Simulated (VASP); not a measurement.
# A VASP study of Bi (r2SCAN): structure first, properties next, part 3 of 5

Wanted: the relaxed cell of Bi and its properties. The start is a computed cell from the Materials Project.

VASP 6.6.1; r2SCAN; plane waves and PAW (Bi_d).

So far. Step 3 (Single point with fields (r2SCAN)): In this run the pressure is 0.01 GPa, small enough to go on; single stress components reach 0.05 GPa. Step 4 (Bands along the symmetry lines (r2SCAN)): There is no gap at this level.

The starting crystal is not the ambient structure of Bi (space group No. 166); it is a model or a phase of other conditions.

### Step 5. Total and projected DOS (r2SCAN)

Here the states are counted by energy and projected on the atoms. The mesh is finer than in the run before.

The input, INCAR:

```
SYSTEM = Bi
PREC = Accurate
ENCUT = 400
EDIFF = 1E-06
NELM = 100
ISMEAR = -5
SIGMA = 0.2
LREAL = .FALSE.
ALGO = Normal
METAGGA = R2SCAN
LASPH = .TRUE.
NBANDS = 45
LORBIT = 11
LWAVE = .FALSE.
LCHARG = .FALSE.
KPAR = 4
NEDOS = 2001
```

The input, POSCAR:

```
Bi
1.0
    4.5736851378      0.0000000000      0.0997785231
    0.0000000000      4.5620271572      0.0000000000
   -0.1966821687      0.0000000000      6.5862736457
Bi
4
Direct
    0.7498865236      0.7500000000      0.7507821817
    0.2501134764      0.2500000000      0.2492178183
    0.7485980577      0.7500000000      0.2514715859
    0.2514019423      0.2500000000      0.7485284141
```

The input, KPOINTS:

```
Automatic mesh
0
Gamma
9 9 6
0 0 0
```

PAW data sets: Bi_d (PBE family, release 64).

Run with:

```bash
$ mpirun -np 4 vasp_std
```

The log of the run:

```text
[... set-up lines as in an earlier step ...]
 entering main loop
       N       E                     dE             d eps       ncg     rms          rms(c)
DAV:   1     0.465232976929E+03    0.46523E+03   -0.27209E+04 12642   0.141E+03
DAV:   2    -0.165403864698E+03   -0.63064E+03   -0.61228E+03 12656   0.437E+02
DAV:   3    -0.243601023749E+03   -0.78197E+02   -0.76871E+02 14502   0.172E+02
DAV:   4    -0.247354511415E+03   -0.37535E+01   -0.37419E+01 14647   0.406E+01
DAV:   5    -0.247574338581E+03   -0.21983E+00   -0.22004E+00 17264   0.837E+00    0.173E+00
DAV:   6    -0.233705968363E+03    0.13868E+02   -0.35271E+00 15747   0.198E+01    0.120E+00
DAV:   7    -0.233705768758E+03    0.19961E-03   -0.39039E-02 17300   0.139E+00    0.808E-01
DAV:   8    -0.233719114861E+03   -0.13346E-01   -0.88822E-02 15316   0.224E+00    0.220E-01
DAV:   9    -0.233717279125E+03    0.18357E-02   -0.67942E-03 16972   0.656E-01    0.145E-01
DAV:  10    -0.233716243771E+03    0.10354E-02   -0.37156E-03 16008   0.575E-01    0.166E-02
DAV:  11    -0.233716316465E+03   -0.72695E-04   -0.35438E-04 17502   0.163E-01    0.348E-02
DAV:  12    -0.233716289294E+03    0.27172E-04   -0.77819E-05 16011   0.857E-02    0.152E-02
DAV:  13    -0.233716290566E+03   -0.12726E-05   -0.30826E-05 17159   0.446E-02    0.246E-03
DAV:  14    -0.233716292230E+03   -0.16641E-05   -0.16421E-06  7884   0.102E-02    0.803E-04
DAV:  15    -0.233716292033E+03    0.19769E-06   -0.36399E-07  7665   0.517E-03
   1 F= -.23371629E+03 E0= -.23371629E+03  d E =0.000000E+00
 -----------------------------------------------------------------------------
|                                                                             |
|           W    W    AA    RRRRR   N    N  II  N    N   GGGG   !!!           |
|           W    W   A  A   R    R  NN   N  II  NN   N  G    G  !!!           |
|           W    W  A    A  R    R  N N  N  II  N N  N  G       !!!           |
|           W WW W  AAAAAA  RRRRR   N  N N  II  N  N N  G  GGG   !            |
|           WW  WW  A    A  R   R   N   NN  II  N   NN  G    G                |
|           W    W  A    A  R    R  N    N  II  N    N   GGGG   !!!           |
|                                                                             |
|     Tetrahedron method does not include variations of the Fermi             |
|     occupations, so forces and stress will be inaccurate. We suggest        |
|     using a different smearing scheme ISMEAR = 1 or 2 for metals in         |
|     relaxations.                                                            |
|                                                                             |
 -----------------------------------------------------------------------------
```

Wall time 5.4 min (4 MPI ranks of Intel Xeon 6975P-C (Granite Rapids), shared host); peak memory 1.9 GiB; 17 min of CPU time.

From OUTCAR (step 5):

```text
   k-points           NKPTS =    140   k-points in BZ     NKDIM =    140   number of bands    NBANDS=     45

   NELECT =      60.0000    total number of electrons

 E-fermi :   6.4821

 k-point     1 :       0.0000    0.0000    0.0000
  band No.  band energies     occupation
    ...
     26       3.1915      2.00000
     27       3.2218      2.00000
     28       4.8524      2.00000
     29       4.8896      2.00000
     30       5.1451      2.00000
     31       9.4329      0.00000
     32       9.6322      0.00000
     33       9.9659      0.00000
     34       9.9819      0.00000
     35      11.8063      0.00000
    ...

  Total        0.8859978      0.9765869     -1.4913331      0.0000000      0.0000000      0.1381393
  in kB       10.3227756     11.3782308    -17.3755480      0.0000000      0.0000000      1.6094630
  external PRESSURE =       1.4418195 kB  Pullay stress =       0.0000000 kB

 POSITION                                       TOTAL-FORCE (eV/Angst)
 -----------------------------------------------------------------------------------
      3.28208      3.42152      5.01968        -0.001447      0.000000      0.010406
      1.09492      1.14051      1.66637         0.001447      0.000000     -0.010406
      3.37439      3.42152      1.73095         0.002237      0.000000     -0.008552
      1.00261      1.14051      4.95510        -0.002237     -0.000000      0.008552
 -----------------------------------------------------------------------------------
    total drift:                                0.000000      0.000000     -0.000000

  FREE ENERGIE OF THE ION-ELECTRON SYSTEM (eV)
  ---------------------------------------------------
  free  energy   TOTEN  =      -233.7162920327 eV

  energy  without entropy=     -233.7162920327  energy(sigma->0) =     -233.71629203

[... 7 parts as in an earlier step ...]

[... 9 further parts left out ...]
```

With tetrahedra the forces and stress of a metal are not exact derivatives of the energy.

This step gave:

| Item | Value |
| --- | --- |
| SCF cycles | 15 |
| irreducible k-points | 140 |
| free energy (TOTEN) | -233.7163 eV |
| Fermi energy | 6.482 eV |
| pressure | 0.1442 GPa |
| DOS at the Fermi level, one point of the energy grid | 0.6062 states/eV/cell |

The density of states has structure finer than the step of the table below, so its rows give means over 0.5 eV, whole bins alone (the curve runs from -12.0 to 4.18 eV). Peaks (eV: height): total -11.49: 3.47, -10.77: 3.18, -3.09: 3.55, -1.88: 3.28; Bi p -3.09: 1.54, -1.88: 1.48, 0.62: 1.17; Bi s -11.49: 2.38, -10.77: 2.25; Bi d -0.59: 0.0648, 3.53: 0.158.

States under -12.0 eV and over 4.2 eV are left out. Table of density of states by energy, zero at the Fermi level; means over each step; values in states/eV/cell:

| energy (eV) | total | Bi p | Bi s | Bi d |
| --- | --- | --- | --- | --- |
| -11.5 | 2.87 | 0.0474 | 1.97 | 0.0153 |
| -11.0 | 1.95 | 0.0405 | 1.37 | 0.00975 |
| -10.5 | 2.34 | 0.0505 | 1.68 | 0.0121 |
| -10.0 | 1.90 | 0.0405 | 1.41 | 0.00990 |
| -9.5 | 1.22 | 0.0275 | 0.930 | 0.00521 |
| -9.0 | 0.648 | 0.0163 | 0.506 | 0.00136 |
| -8.5 | 0.369 | 0.00818 | 0.299 | 3.1e-4 |
| -8.0 | 0.162 | 0.00241 | 0.137 | 0 |
| -7.5 | 0.00636 | 1.1e-5 | 0.00556 | 0 |
| -7.0 | 0 | 0 | 0 | 0 |
| -6.5 | 0 | 0 | 0 | 0 |
| -6.0 | 0 | 0 | 0 | 0 |
| -5.5 | 2.6e-4 | 1.0e-4 | 0 | 0 |
| -5.0 | 0.392 | 0.153 | 0.00216 | 9.7e-4 |
| -4.5 | 1.21 | 0.480 | 0.0113 | 0.00619 |
| -4.0 | 1.79 | 0.728 | 0.0230 | 0.0130 |
| -3.5 | 2.55 | 1.08 | 0.0379 | 0.0215 |
| -3.0 | 3.26 | 1.42 | 0.0570 | 0.0319 |
| -2.5 | 3.13 | 1.39 | 0.0722 | 0.0376 |
| -2.0 | 3.03 | 1.36 | 0.0944 | 0.0448 |
| -1.5 | 3.09 | 1.39 | 0.117 | 0.0528 |
| -1.0 | 2.59 | 1.16 | 0.116 | 0.0532 |
| -0.5 | 2.51 | 1.13 | 0.138 | 0.0561 |
| 0.0 | 0.844 | 0.390 | 0.0463 | 0.0205 |
| 0.5 | 2.23 | 1.01 | 0.117 | 0.0646 |
| 1.0 | 2.30 | 1.06 | 0.117 | 0.0696 |
| 1.5 | 2.04 | 0.973 | 0.0987 | 0.0642 |
| 2.0 | 2.06 | 0.999 | 0.0911 | 0.0673 |
| 2.5 | 2.14 | 1.03 | 0.0816 | 0.0739 |
| 3.0 | 2.27 | 1.07 | 0.0708 | 0.0874 |
| 3.5 | 2.80 | 1.22 | 0.0629 | 0.136 |

The finer mesh and the other smearing move the Fermi level by +0.04 eV from the 6×6×4 run, a small shift, which tests the Fermi level alone. Of the states within 0.3 eV of the Fermi level, the largest shares in the PAW spheres are Bi p 46 % and Bi s 6 %. The rest lies in smaller channels or between the spheres.

(Continued in part 4 of 5.)

[Lines on the potential files, build, host, timing and source positions are cut from VASP's logs without a mark.]

[Logs are printed without paths, hosts, clocks, repeated set-up lines and the standing remarks that a program may print on its own settings, such as how far it seeks lower states.]

[Hosts, paths, dates, database ids (printed as entryN), source tags and the programs' standing remarks are cut or masked in the printed files.]

[A measured line is paired with the nearest computed mode of its activity, which favours agreement.]

[In band tables of VASP the shares of atoms and orbitals are scaled to a sum of 1 inside the atoms' spheres.]
